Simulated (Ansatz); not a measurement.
InSb: from a trial structure to a relaxed crystal

All numbers below come from Ansatz, DFT PBE, scalar-relativistic, plane waves, PAW.

InSb was placed on the CoSn structure type (P6/mmm, No. 191), with In in place of Co, Sb in place of Sn, at a guessed volume.

Input of the last, converged step (default PAW datasets):

```yaml
crystal:
  lattice:
    - [6.4279516683, 0.0, 0.0]
    - [-3.2139758341, 5.5667694391, 0.0]
    - [0.0, 0.0, 5.3265418706]
  atoms:
    - { symbol: In, position: [0.5, 0.0, 0.0] }
    - { symbol: In, position: [0.5, 0.5, 0.0] }
    - { symbol: In, position: [0.0, 0.5, 0.0] }
    - { symbol: Sb, position: [0.0, 0.0, 0.0] }
    - { symbol: Sb, position: [0.3333333333, 0.6666666667, 0.5] }
    - { symbol: Sb, position: [0.6666666667, 0.3333333333, 0.5] }
basis:
  ecutwfc: 420
kpoints:
  mp_grid: { grid: [6, 6, 8] }
hamiltonian:
  xc: pbe
scf:
  occupations: { method: gaussian, width: 0.1 }
output:
  forces: true
  stress: true
  eigenvalues: true
relax:
  adjacent_minimum: "off"
  f_tol: 0.01
  max_steps: 80
  cell: { stress_tol: 0.05 }
```

It can be run as:

```bash
ansatz run input.yaml --threads 1 --pin off --backend cpu --events-out ev --progress --plain --runs-dir out  # memory cap (--max-ram) not shown
```

The program printed at the end:

```
SCF converged after 5 iterations
Free energy (F): -36245.206670 eV
Harris-Foulkes:  -36245.206670 eV  (|F-HF|=1.46e-11)
Internal energy: -36245.175948 eV  (E = F + TS)
E sigma→0 (E₀):  -36245.191309 eV
Entropy (-TS):   -0.030722 eV (-5.120 meV/atom)
Fermi energy:    8.297433 eV
--- Per-component energies (eV) ---
  E_band       = -715.652199
  E_kinetic    = 1341.142244
  E_local      = -9017.964640  (includes V_loc(G=0)·N_el)
  E_nonlocal   = 2183.413650
  E_hartree    = 3870.293870
  E_xc         = -1060.426335
  E_vxc        = -584.769922  (∫ρ·V_xc dr)
  E_paw        = -26181.444633  (= ΣΔE_a)
  E_vpaw       = -2378.061559  (= ΣTr[D̂ρ^β])
  E_aug_tail   = 0.000073  (compensation charges beyond the density's cutoff)
  E_ewald      = -7380.190177
  E_smearing   = -0.030722  (= −TS)
  E_closure    =  0.000000  (closes the sum)
  Σ components = -36245.206670   (vs F -36245.206670, Δ=0.00e0)
--- Forces (eV/Å), atoms counted from 1 ---
  atom   1  In     0.00000000     0.00000000     0.00000000
  atom   2  In     0.00000000     0.00000000     0.00000000
  atom   3  In     0.00000000     0.00000000     0.00000000
  atom   4  Sb     0.00000000     0.00000000     0.00000000
  atom   5  Sb     0.00000000     0.00000000     0.00000000
  atom   6  Sb     0.00000000     0.00000000     0.00000000
  max |Σ_I F_I| component: 9.25e-18 eV/Å
--- Stress (GPa, compression-positive) ---
       -0.002661       0.000000       0.000000
        0.000000      -0.002661       0.000000
        0.000000       0.000000      -0.007650
  P = ⅓ Tr σ = -0.0043 GPa (-0.043 kbar)
--- Relaxed structure (1 steps of the walk, 1 accepted, 1 SCFs on fresh bases) ---
  F+E_penalty+E_count = -36245.20666964 eV   max|allowed force component| = 4.472e-17 eV/Å   (the final SCF, on the basis selected at the relaxed cell)
  cell:  # Å, volume = 190.5992 Å³
    - [6.427952, 0.000000, 0.0]
    - [-3.213976, 5.566769, 0.0]
    - [0.0, 0.0, 5.326542]
  atoms:
    - { symbol: In, position: [0.5, 0.000000, 0.0] }
    - { symbol: In, position: [0.5, 0.500000, 0.0] }
    - { symbol: In, position: [0.0, 0.5, 0.0] }
    - { symbol: Sb, position: [0.0, 0.0, 0.0] }
    - { symbol: Sb, position: [0.333333, 0.666667, 0.5] }
    - { symbol: Sb, position: [0.666667, 0.333333, 0.5] }
```

Total energies depend on the potentials used, so only differences within one code and one set of settings carry meaning.

The result has space group P6/mmm (No. 191). Around In lie 4 In at 3.21 Å and 6 Sb at 3.21–3.25 Å; Sb on Wyckoff site a (1 atom of the primitive cell) has 6 In at 3.21 Å; around Sb on Wyckoff site d (2 atoms of the primitive cell) lie 6 In at 3.25 Å and 3 Sb at 3.71 Å.

Against the elements it lies at 0.30 eV/atom. The zero of energy is the elements' standard structures at the same level; no fitted shifts are applied.

For metals, differences of a few meV/atom aren't resolved. Spin–orbit coupling is left out.

Symmetry constrained the relaxation, so the result can be a saddle point.